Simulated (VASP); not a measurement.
# Al in VASP: reference runs

How does Al come out in PBE? The cell is run as given.

Everything below comes from runs of VASP 6.6.1. Logs are shortened: lines on timing, memory, paths and dates and some standing lists are left out, and cuts for length are marked.

### 1 The undisturbed slab

The cell holds a slab with vacuum, 6 atoms: a = 2.827 Å, b = 2.827 Å, c = 26.482 Å, α = 90.00°, β = 90.00°, γ = 120.00°.

The slab is cut from a database's or a generator's crystal, which needn't be the stable form of the element.

### 2 Single point, PBE (the (0 0 1) slab of Al, cut from the database cell, not relaxed)

INCAR reads:

```
ALGO = Normal ; DIPOL = 0.5 0.5 0.500
EDIFF = 1E-7 ; ENCUT = 520
GGA = PE ; IDIPOL = 3
ISIF = 2 ; ISMEAR = -1
LASPH = T ; LCHARG = F
LDIPOL = T ; LREAL = F
LWAVE = F ; NBANDS = 18
NELM = 60 ; PREC = Accurate
SIGMA = 0.05
```

KPOINTS reads:

```
k-points
0
Gamma
  11 11 1
```

POSCAR reads:

```
Al
1.0
    2.8270770242      0.0000000000      0.0000000000
   -1.4135385121      2.4483205214      0.0000000000
    0.0000000000      0.0000000000     26.4824913375
Al
6
Direct
    0.6666666700      0.3333333400      0.2832059833
    0.0000000000      0.0000000000      0.3699235900
    0.3333333300      0.6666666600      0.4566411967
    0.0000000000      0.0000000000      0.5433588033
    0.6666666700      0.3333333400      0.6300764100
    0.0000000000      0.0000000000      0.7167940167
```

Potentials or basis: VASP PAW PBE potentials, release 64 (Al).

On the command line:

```console
cat potpaw_PBE.64/Al/POTCAR > POTCAR
mpirun -np 1 vasp_std > vasp.out
```

OUTCAR:

```text
EDIFF = 1E-7
   ENCUT = 520
   GGA = PE
   ISIF = 2
   ISMEAR = -1
   LASPH = T
   LREAL = F
   NELM = 60
   PREC = Accurate

 ion  position               nearest neighbor table
   1  0.667  0.333  0.283-   2 2.82   2 2.82   2 2.82
   2  0.000  0.000  0.370-   3 2.82   1 2.82   1 2.82   3 2.82   1 2.82   3 2.82
   3  0.333  0.667  0.457-   4 2.82   2 2.82   4 2.82   4 2.82   2 2.82   2 2.82
   4  0.000  0.000  0.543-   3 2.82   5 2.82   3 2.82   3 2.82   5 2.82   5 2.82
   5  0.667  0.333  0.630-   4 2.82   6 2.82   4 2.82   6 2.82   4 2.82   6 2.82
   6  0.000  0.000  0.717-   5 2.82   5 2.82   5 2.82

  LATTYP: Found a hexagonal cell.
 ALAT       =     2.8270770242
 C/A-ratio  =     9.3674459913

  Lattice vectors:

 A1 = (   2.8270770242,   0.0000000000,   0.0000000000)
 A2 = (  -1.4135385121,   2.4483205214,   0.0000000000)
 A3 = (   0.0000000000,   0.0000000000,  26.4824913375)

Analysis of symmetry for initial positions (statically):
=====================================================================
 Subroutine PRICEL returns:
 Original cell was already a primitive cell.

 Routine SETGRP: Setting up the symmetry group for a
 hexagonal supercell.

 Subroutine GETGRP returns: Found  6 space group operations
 (whereof  6 operations were pure point group operations)
 out of a pool of 24 trial point group operations.

The static configuration has the point symmetry C_3v.

Analysis of symmetry for dynamics (positions and initial velocities):
=====================================================================
 Subroutine PRICEL returns:
 Original cell was already a primitive cell.

 Routine SETGRP: Setting up the symmetry group for a
 hexagonal supercell.

 Subroutine GETGRP returns: Found  6 space group operations
 (whereof  6 operations were pure point group operations)
 out of a pool of 24 trial point group operations.

The dynamic configuration has the point symmetry C_3v.

 Subroutine INISYM returns: Found  6 space group operations
 (whereof  6 operations are pure point group operations),
 and found     1 'primitive' translations

----------------------------------------------------------------------------------------

                                     Primitive cell

  volume of cell :     183.3010

  direct lattice vectors                    reciprocal lattice vectors
     2.827077024  0.000000000  0.000000000     0.353722234  0.204221627  0.000000000
    -1.413538512  2.448320521  0.000000000     0.000000000  0.408443254  0.000000000
     0.000000000  0.000000000 26.482491338     0.000000000  0.000000000  0.037760798

  length of vectors
     2.827077024  2.827077024 26.482491338     0.408443254  0.408443254  0.037760798

  position of ions in fractional coordinates (direct lattice)
     0.666666670  0.333333340  0.283205983
     0.000000000  0.000000000  0.369923590
     0.333333330  0.666666660  0.456641197
     0.000000000  0.000000000  0.543358803
     0.666666670  0.333333340  0.630076410
     0.000000000  0.000000000  0.716794017

  ion indices of the primitive-cell ions
   primitive index   ion index
                 1           1
                 2           2
                 3           3
                 4           4
                 5           5
                 6           6

----------------------------------------------------------------------------------------

 KPOINTS: k-points

Automatic generation of k-mesh.
 Grid dimensions read from file:
 generate k-points for:   11   11    1

 Generating k-lattice:

  Cartesian coordinates                     Fractional coordinates (reciprocal lattice)
     0.032156567  0.018565602  0.000000000     0.090909091  0.000000000  0.000000000
     0.000000000  0.037131205  0.000000000     0.000000000  0.090909091  0.000000000
     0.000000000  0.000000000  0.037760798     0.000000000  0.000000000  1.000000000

  Length of vectors
     0.037131205  0.037131205  0.037760798

  Shift w.r.t. Gamma in fractional coordinates (k-lattice)
     0.000000000  0.000000000  0.000000000

 Subroutine IBZKPT returns following result:
 ===========================================

 Found     16 irreducible k-points:

 Following reciprocal coordinates:
            Coordinates               Weight
  0.000000  0.000000  0.000000      1.000000
  0.090909  0.000000  0.000000      6.000000
  0.181818 -0.000000  0.000000      6.000000
  0.272727 -0.000000  0.000000      6.000000
  0.363636  0.000000  0.000000      6.000000
  0.454545 -0.000000  0.000000      6.000000
[... 8 lines left out ...]
  0.272727  0.272727  0.000000      6.000000
  0.363636  0.272727  0.000000      6.000000
   k-points           NKPTS =     16   k-points in BZ     NKDIM =     16   number of bands    NBANDS=     18
   number of dos      NEDOS =    301   number of ions     NIONS =      6
   total plane-waves  NPLWV = 115200
   dimension x,y,z NGX =    24 NGY =   24 NGZ =  200
   dimension x,y,z NGXF=    48 NGYF=   48 NGZF=  400
   ions per type =               6
   NGX,Y,Z   is equivalent  to a cutoff of  14.11, 14.11, 12.56 a.u.
   NGXF,Y,Z  is equivalent  to a cutoff of  28.23, 28.23, 25.11 a.u.
 SYSTEM =  unknown system
   PREC   = accura    normal or accurate (medium, high low for compatibility)
   ISTART =      0    job   : 0-new  1-cont  2-samecut
   ICHARG =      2    charge: 1-file 2-atom 10-const
   ISPIN  =      1    spin polarized calculation?
   LNONCOLLINEAR =      F non collinear calculations
   LSORBIT =      F    spin-orbit coupling
   LASPH  =      T    aspherical Exc in radial PAW
   ENCUT  =  520.0 eV  38.22 Ry    6.18 a.u.   5.26  5.26 49.24*2*pi/ulx,y,z
   NELM   =     60;   NELMIN=  2; NELMDL= -5     # of ELM steps
   EDIFF  = 0.1E-06   stopping-criterion for ELM
   LREAL  =      F    real-space projection
   EDIFFG = 0.1E-05   stopping-criterion for IOM
   NSW    =      0    number of steps for IOM
   IBRION =     -1    ionic relax: 0-MD 1-quasi-New 2-CG
   NFREE  =      0    steps in history (QN), initial steepest desc. (CG)
   ISIF   =      2    stress and relaxation
   ISYM   =      2    0-nonsym 1-usesym 2-fastsym
   POTIM  = 0.5000    time-step for ionic-motion
   TEBEG  =    0.0;   TEEND  =   0.0 temperature during run
   PSTRESS=    0.0 pullay stress
   NELECT =      18.0000    total number of electrons
   NUPDOWN=      -1.0000    fix difference up-down
   EMIN   =  10.00;   EMAX   =-10.00  energy-range for DOS
   EFERMI =   0.00;   METHOD = LEGACY
   ISMEAR =    -1;   SIGMA  =   0.05  broadening in eV -4-tet -1-fermi 0-gaus
   EFERMI_NEDOS =   21; number of points for ismear=-14 and -15
   IALGO  =     38    algorithm
   IMIX   =      4    mixing-type and parameters
     AMIX     =   0.40;   BMIX     =  1.00
     AMIX_MAG =   1.60;   BMIX_MAG =  1.00
  volume/ion in A,a.u.               =      30.55       206.16
  Fermi-wavevector in a.u.,A,eV,Ry     =   0.755285  1.427281  7.761513  0.570455
  Thomas-Fermi vector in A             =   1.853144
   LORBIT       =      0    0 simple, 1 ext, 2 COOP (PROOUT), +10 PAW based schemes
   GGA     = PE    functional components
   LHFCALC =     F    Hartree Fock is set to
   AEXX    =    0.0000 exact exchange contribution
   IVDW    =     0    specifies the selected vdW correction
   LEPSILON=     F    determine dielectric tensor
   LRPA    =     F    only Hartree local field effects (RPA)
 non-spin polarized calculation
  energy-cutoff  :      520.00
  volume of cell :      183.30
 maximum number of plane-waves:      4966
 NGX is ok and might be reduce to    24
   NGX = 11   NGY = 11   NGZ = 99

 dipolmoment           0.000000      0.000000      0.002430 electrons x Angstroem

 number of electron      18.0000000 magnetization

 dipolmoment           0.000000      0.000000     -0.000218 electrons x Angstroem

 Free energy of the ion-electron system (eV)
  ---------------------------------------------------
  ext. energy  EPLUGINS =         0.00000000
  ---------------------------------------------------
  free energy    TOTEN  =       -21.66767992 eV

  energy without entropy =      -21.63642934  energy(sigma->0) =      -21.65205463

 E-fermi :   2.4039     XC(G=0):  -6.0800

 val. band max:        2.3927939302   @ k =   0.2727   0.0909   0.0000
 cond. band min:       2.4401451293   @ k =   0.2727  -0.0000   0.0000
 fundamental gap:      0.0473511992
 Fermi energy:         2.4038680087

 k-point     1 :       0.0000    0.0000    0.0000
  band No.  band energies     occupation
      1      -8.7321      2.00000
      2      -8.2203      2.00000
      3      -7.3739      2.00000
      4      -6.2288      2.00000
      5      -4.7924      2.00000
      6      -3.0387      2.00000
[... 10 lines left out ...]
     17      11.6685      0.00000
     18      13.5034      0.00000

 k-point     2 :       0.0909    0.0000    0.0000
  band No.  band energies     occupation
      1      -8.5284      2.00000
      2      -8.0172      2.00000
      3      -7.1718      2.00000
      4      -6.0281      2.00000
      5      -4.5931      2.00000
      6      -2.8396      2.00000
[... 10 lines left out ...]
     17      10.9313      0.00000
     18      11.6431      0.00000

 k-point     3 :       0.1818   -0.0000    0.0000
  band No.  band energies     occupation
      1      -7.9192      2.00000
      2      -7.4099      2.00000
      3      -6.5676      2.00000
      4      -5.4279      2.00000
      5      -3.9975      2.00000
      6      -2.2460      2.00000
[... 10 lines left out ...]
     17       9.2555      0.00000
     18       9.7909      0.00000

 k-point     4 :       0.2727   -0.0000    0.0000
  band No.  band energies     occupation
      1      -6.9099      2.00000
      2      -6.4038      2.00000
      3      -5.5667      2.00000
      4      -4.4342      2.00000
      5      -3.0133      2.00000
      6      -1.2733      2.00000
[... 10 lines left out ...]
     17       8.6816      0.00000
     18       8.8896      0.00000

 k-point     5 :       0.3636    0.0000    0.0000
  band No.  band energies     occupation
      1      -5.5098      2.00000
      2      -5.0085      2.00000
      3      -4.1795      2.00000
      4      -3.0599      2.00000
      5      -1.6634      2.00000
      6      -0.0551      2.00000
[... 10 lines left out ...]
     17       8.1316      0.00000
     18       8.7359      0.00000

 k-point     6 :       0.4545   -0.0000    0.0000
  band No.  band energies     occupation
      1      -3.7332      2.00000
      2      -3.2405      2.00000
      3      -2.4314      2.00000
      4      -1.6259      2.00000
      5      -1.3511      2.00000
      6      -1.1502      2.00000
[... 139 lines left out ...]
 k-point    13 :       0.2727    0.1818    0.0000
  band No.  band energies     occupation
      1      -4.9141      2.00000
      2      -4.4150      2.00000
      3      -3.5899      2.00000
      4      -2.4764      2.00000
      5      -1.0908      2.00000
      6       0.4895      2.00000
[... 10 lines left out ...]
     17       6.1047      0.00000
     18       6.7978      0.00000

 k-point    14 :       0.3636    0.1818    0.0000
  band No.  band energies     occupation
      1      -3.1460      2.00000
      2      -2.6562      2.00000
      3      -1.8532      2.00000
      4      -1.0526      2.00000
      5      -0.7825      2.00000
      6      -0.5803      2.00000
[... 10 lines left out ...]
     17       5.7652      0.00000
     18       6.1432      0.00000

 k-point    15 :       0.2727    0.2727    0.0000
  band No.  band energies     occupation
      1      -3.3403      2.00000
      2      -2.8485      2.00000
      3      -2.0379      2.00000
      4      -0.9575      2.00000
      5       0.2873      2.00000
      6       0.7051      2.00000
[... 10 lines left out ...]
     17       5.1559      0.00000
     18       6.0844      0.00000

 k-point    16 :       0.3636    0.2727    0.0000
  band No.  band energies     occupation
      1      -1.4493      2.00000
      2      -1.3663      2.00000
      3      -0.9814      2.00000
      4      -0.9007      2.00000
      5      -0.2037      2.00000
      6      -0.1465      2.00000
[... 10 lines left out ...]
     17       4.7635      0.00000
     18       5.6103      0.00000

------------------------ aborting loop because EDIFF is reached ----------------------------------------

 vacuum level on the upper side and lower side of the slab       (xc-potential included)        -0.072        -0.064

  FORCE on cell =-STRESS in cart. coord.  units (eV):
  Direction    XX          YY          ZZ          XY          YZ          ZX
  --------------------------------------------------------------------------------------
  -------------------------------------------------------------------------------------
  Total        0.6727489      0.6727489      2.1771160     -0.0000000      0.0000000      0.0000000
  in kB        5.8802910      5.8802910     19.0295008     -0.0000000      0.0000000      0.0000000
  external PRESSURE =      10.2633610 kB  Pullay stress =       0.0000000 kB

 VOLUME and BASIS-vectors are now :
 -----------------------------------------------------------------------------
  energy-cutoff  :      520.00
  volume of cell :      183.30
      direct lattice vectors                 reciprocal lattice vectors
     2.827077024  0.000000000  0.000000000     0.353722234  0.204221627  0.000000000
    -1.413538512  2.448320521  0.000000000     0.000000000  0.408443254  0.000000000
     0.000000000  0.000000000 26.482491338     0.000000000  0.000000000  0.037760798

 POSITION                                       TOTAL-FORCE (eV/Angst)
 -----------------------------------------------------------------------------------
      1.41354      0.81611      7.50000        -0.000000      0.000000     -0.137142
      0.00000      0.00000      9.79650        -0.000000     -0.000000     -0.056495
      0.00000      1.63221     12.09300         0.000000     -0.000000     -0.015359
      0.00000      0.00000     14.38949        -0.000000     -0.000000      0.016904
      1.41354      0.81611     16.68599         0.000000     -0.000000     -0.025019
      0.00000      0.00000     18.98249        -0.000000     -0.000000      0.217112
 -----------------------------------------------------------------------------------
    total drift:                                0.000000      0.000000      0.000014

  FREE ENERGIE OF THE ION-ELECTRON SYSTEM (eV)
  ---------------------------------------------------
  free  energy   TOTEN  =       -21.6676799210 eV

  energy  without entropy=      -21.6364293394  energy(sigma->0) =      -21.65205463

 vacuum level on the upper side and lower side of the slab         6.454         6.464
```

It took 80 s on 1 thread of Intel Xeon Platinum 8375C at 2.90GHz (Ice Lake), shared host; peak memory 0.3 GiB.

What came out:

| Property | Result |
| --- | --- |
| Free energy | -21.6677 eV |
| Largest force | 0.217 eV/Å |
| Band gap on the k mesh | none (metal or under the smearing width) |

Forces on the atoms (eV/Å):
```
Al   0.000  0.000 -0.137
Al   0.000  0.000 -0.056
Al   0.000  0.000 -0.015
Al   0.000  0.000  0.017
Al   0.000  0.000 -0.025
Al   0.000  0.000  0.217
```
